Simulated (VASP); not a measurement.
Wanted: the native input for a VASP 6.6.1 run.

- Task: single point
- Functional: r2SCAN
- Dispersion: D3(BJ)
- Potentials or basis: VASP PAW PBE potentials, release 64 (H)
- Cutoff: 520 eV
- k mesh: 1 × 1 × 1
- Occupations: fermi-dirac, width 0.02 eV
- Spin: no spin polarisation
- Dipole correction: no
- Further INCAR settings: LREAL = Auto; ALGO = Normal; EDIFF = 1e-06; NBANDS = 22

H:

```
H
1.0
     6.41507    0.00000    0.00000
     0.00000    6.41507    0.00000
     0.00000    0.00000    6.41507
H
16
Direct
  0.44073 0.41072 0.46645
  0.35783 0.33406 0.49538
  0.03125 0.94722 0.71719
  0.04703 0.88856 0.81142
  0.55971 0.91510 0.65705
  0.62127 0.87789 0.56324
  0.45214 0.60802 0.08840
  0.51632 0.59896 0.18324
  0.42165 0.09747 0.11811
  0.48455 0.00616 0.08168
  0.91876 0.59214 0.23474
  0.94813 0.51298 0.32068
  0.79337 0.21421 0.42512
  0.86892 0.16302 0.49452
  0.67596 0.32698 0.85079
  0.67115 0.41836 0.77899
```

The cell was built by a generator and needn't be a form met in nature.

The input as run:

POSCAR

```
H
1.0
    6.4150690000      0.0000000000      0.0000000000
    0.0000000000      6.4150690000      0.0000000000
    0.0000000000      0.0000000000      6.4150690000
H
16
Direct
    0.4407279173      0.4107204459      0.4664486072
    0.3578293546      0.3340572019      0.4953804862
    0.0312545352      0.9472228592      0.7171863623
    0.0470298917      0.8885640981      0.8114176169
    0.5597133873      0.9150953793      0.6570467130
    0.6212715717      0.8778861147      0.5632363424
    0.4521385507      0.6080215193      0.0884012315
    0.5163155689      0.5989647189      0.1832404297
    0.4216478420      0.0974736203      0.1181125254
    0.4845466198      0.0061573773      0.0816826756
    0.9187586291      0.5921370448      0.2347441625
    0.9481269804      0.5129796733      0.3206824432
    0.7933663691      0.2142143756      0.4251240322
    0.8689228440      0.1630224086      0.4945231298
    0.6759553171      0.3269801151      0.8507936548
    0.6711541216      0.4183587113      0.7789939594
```

INCAR.step1

```
SYSTEM = H
PREC = Accurate ; ENCUT = 520
ISMEAR = -1 ; SIGMA = 0.02
LREAL = Auto ; LASPH = .TRUE.
NELM = 100 ; NBANDS = 22
GGA = PE ; ALGO = Normal
EDIFF = 1E-4 ; LWAVE = .TRUE.
LCHARG = .FALSE.
```

INCAR.step2

```
SYSTEM = H
PREC = Accurate ; ENCUT = 520
EDIFF = 1E-6 ; ISMEAR = -1
SIGMA = 0.02 ; LREAL = Auto
LASPH = .TRUE. ; NELM = 100
ALGO = Normal ; ISIF = 2
LWAVE = .FALSE. ; LCHARG = .FALSE.
METAGGA = R2SCAN ; LMIXTAU = .TRUE.
IVDW = 12 ; VDW_S6 = 1.0
VDW_S8 = 0.78981345 ; VDW_A1 = 0.49484001
VDW_A2 = 5.73083694 ; NBANDS = 22
ISTART = 1
```

KPOINTS

```
Automatic mesh
0
G
  1 1 1
  0 0 0
```

Potentials or basis: VASP PAW PBE potentials, release 64 (H).

Launch:

```bash
$ cat potpaw_PBE.64/H/POTCAR > POTCAR
$ cp INCAR.step1 INCAR
$ mpirun -np 1 vasp_gam > vasp.out
$ cp INCAR.step2 INCAR
$ mpirun -np 1 vasp_gam > vasp.out
```

It gave:

The pressure is 0.1 GPa and the largest force is 1.091 eV/Å. The band gap on the k mesh is 9.95 eV, direct and the dispersion energy per atom is -0.007 eV.

Caveat: the PAW data sets were made with another functional, which shifts forces and pressure a little.

Run time: 67 s on 1 thread of Intel(R) Xeon(R) Platinum 8259CL CPU @ 2.50GHz (Skylake/Cascade Lake), with other jobs on the host, peak memory 0.32 GiB.
